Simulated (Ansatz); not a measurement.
# TaH3: the cost of one run

Method: DFT PBE, scalar-relativistic, plane waves, PAW, unless a step names another level, in Ansatz 0.2.0.

## Step 1: The starting structure

It takes space group P6_3/m (No. 176, hexagonal). The conventional cell has a = 4.967 Å, b = 4.967 Å, c = 2.867 Å, α = 90.00°, β = 90.00°, γ = 120.00°. Ta (site symmetry -6) has 9 H at 1.97 to 1.99 Å in its first shell of neighbours. H (site symmetry m) is surrounded by 3 Ta at 1.97 to 1.99 Å.

Coordinates:

```
Ta H
1.0
     4.96657    0.00000    0.00000
    -2.48329    4.30118    0.00000
     0.00000    0.00000    2.86655
Ta H
2 6
Direct
  0.66667 0.33333 0.75000
  0.33333 0.66667 0.25000
  0.36907 0.28873 0.25000
  0.71127 0.08034 0.25000
  0.91966 0.63093 0.25000
  0.08034 0.36907 0.75000
  0.63093 0.71127 0.75000
  0.28873 0.91966 0.75000
```

It came out lowest among 30 distinct ends of the trial cells. At a tolerance of 0.05 Å it has space group P6_3/m (No. 176).

## Step 2: A stricter relaxation, on the response runs' mesh and smearing

The input, input.yaml:

```yaml
crystal:
  lattice:
    - [4.9665735284, 0.0, 0.0]
    - [-2.4832867642, 4.3011788453, 0.0]
    - [0.0, 0.0, 2.8665526183]
  atoms:
    - { symbol: Ta, position: [0.6666666667, 0.3333333333, 0.75] }
    - { symbol: Ta, position: [0.3333333333, 0.6666666667, 0.25] }
    - { symbol: H, position: [0.3690704461, 0.2887275474, 0.25] }
    - { symbol: H, position: [0.7112724526, 0.0803428987, 0.25] }
    - { symbol: H, position: [0.9196571013, 0.6309295539, 0.25] }
    - { symbol: H, position: [0.0803428987, 0.3690704461, 0.75] }
    - { symbol: H, position: [0.6309295539, 0.7112724526, 0.75] }
    - { symbol: H, position: [0.2887275474, 0.9196571013, 0.75] }
basis:
  ecutwfc: 420
kpoints:
  mp_grid: { grid: [6, 6, 12] }
hamiltonian:
  xc: pbe
scf:
  occupations: { method: gaussian, width: 0.1 }
output:
  forces: true
  stress: true
  eigenvalues: true
relax:
  adjacent_minimum: "off"
  f_tol: 0.001
  max_steps: 60
  cell: { stress_tol: 0.01 }
```

Command:

```console
$ ansatz run input.yaml --threads 3 --pin off --max-ram 7680MiB --backend cpu --events-out ev --progress --plain --runs-dir out
```

Q: Estimate wall time and peak memory on 3 threads of Intel Xeon Platinum 8488C (Sapphire Rapids), shared host.

About 8.1 s, with a peak of 0.46 GiB.
